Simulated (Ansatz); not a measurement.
# BaS: the functional and the phonons

BaS in the rock-salt structure, relaxed with PBE.

```
Ba S
1.0
     0.00000    3.21409    3.21409
     3.21409    0.00000    3.21409
     3.21409    3.21409    0.00000
Ba S
1 1
Direct
  0.00000 0.00000 0.00000
  0.50000 0.50000 0.50000
```

Computed with Ansatz (plane-wave DFT, scalar-relativistic): PBE; Ansatz hand-made PAW at 510 eV; k mesh 6×6×6; fixed occupations; no spin. Phonons (linear response) are harmonic and in cm⁻¹; i marks an unstable mode. Zone-centre lists hold the optical modes without the non-analytic term.

Caveats: coarse k mesh.

At 33.20 Å³ an atom it gives top Γ mode (cm⁻¹) 135; lowest mode at X = [0.5, 0, 0.5] (cm⁻¹) 64; top mode at X = [0.5, 0, 0.5] (cm⁻¹) 170; mean ε∞ 4.73; mean Born charge of Ba (e) 2.60.

Problem. Repeat with LDA in its relaxed cell, on the same kind of potentials and mesh. What changes?

Solution. 
```
             functional  cutoff (eV)  volume (Å³/atom)  top Γ mode (cm⁻¹)  lowest mode at X = [0.5, 0, 0.5] (cm⁻¹)  top mode at X = [0.5, 0, 0.5] (cm⁻¹)  mean ε∞  mean Born charge of Ba (e)
LDA in its relaxed cell          510             30.83                151                                       63                                   178     5.09                        2.63
```
